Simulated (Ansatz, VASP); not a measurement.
## MgS in VASP and in Ansatz

```
Mg S
1.0
     0.00000    2.55113    2.70572
     2.55113    0.00000    2.70572
     2.55113    2.55113    0.00000
Mg S
1 1
Direct
  0.00000 0.00000 0.00000
  0.50000 0.50000 0.50000
```

Change from the starting cell: z stretched by +4 % at fixed volume.

Alike in both runs: task single point; functional PBE; k mesh 10 × 10 × 10; occupations fermi-dirac, width 0.03 eV; no spin polarisation.

|  | VASP | Ansatz |
| --- | --- | --- |
| version | VASP 6.6.1 | Ansatz 0.2.0 |
| potentials or method | VASP PAW PBE potentials, release 64 (Mg, S), cutoff 520 eV | all-electron LAPW, scalar-relativistic |

|  | VASP | Ansatz | Ansatz less VASP |
| --- | --- | --- | --- |
| gap on the k mesh at the Fermi level (eV) | 2.56 | 2.57 | +0.011 |
| pressure (GPa) | 1.4 | 1.7 | +0.29 |
| largest component of the traceless stress (GPa) | 3.83 | 3.87 | +0.038 |

Ansatz ran all-electron here, so the differences hold the error of VASP's frozen core and of both bases.

A k mesh can miss the band edges.
